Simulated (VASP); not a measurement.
CdSe: band structure with PBEsol

Crystal: CdSe.

```
Cd Se
1.0
     0.00000    3.04621    3.04621
     3.04621    0.00000    3.04621
     3.04621    3.04621    0.00000
Cd Se
1 1
Direct
  0.00000 0.00000 0.00000
  0.25000 0.25000 0.25000
```

The cell was built by a generator and needn't be a form met in nature.

| Property | Result |
| --- | --- |
| Program | VASP 6.6.1 |
| Task | band structure |
| Functional | PBEsol |
| Potentials or basis | VASP PAW PBE potentials, release 64 (Cd, Se) |
| Cutoff | 520 eV |
| k mesh | 6 × 6 × 6 |
| Occupations | gaussian, width 0.03 eV |
| Spin | spin-orbit coupling, no magnetisation |
| Further INCAR settings | ALGO = Normal; EDIFF = 1e-06; NBANDS = 32 |

| Item | Value |
| --- | --- |
| Pressure | 0.1 GPa |
| Valence electrons inside the program's atomic spheres | Cd 10.31; Se 3.84 |

Run time: 4.2 min on 1 thread of Intel(R) Xeon(R) Platinum 8259CL CPU @ 2.50GHz (Skylake/Cascade Lake), with other jobs on the host, peak memory 0.33 GiB.

Caveat: the PAW data sets were made with another functional, which shifts forces and pressure a little.
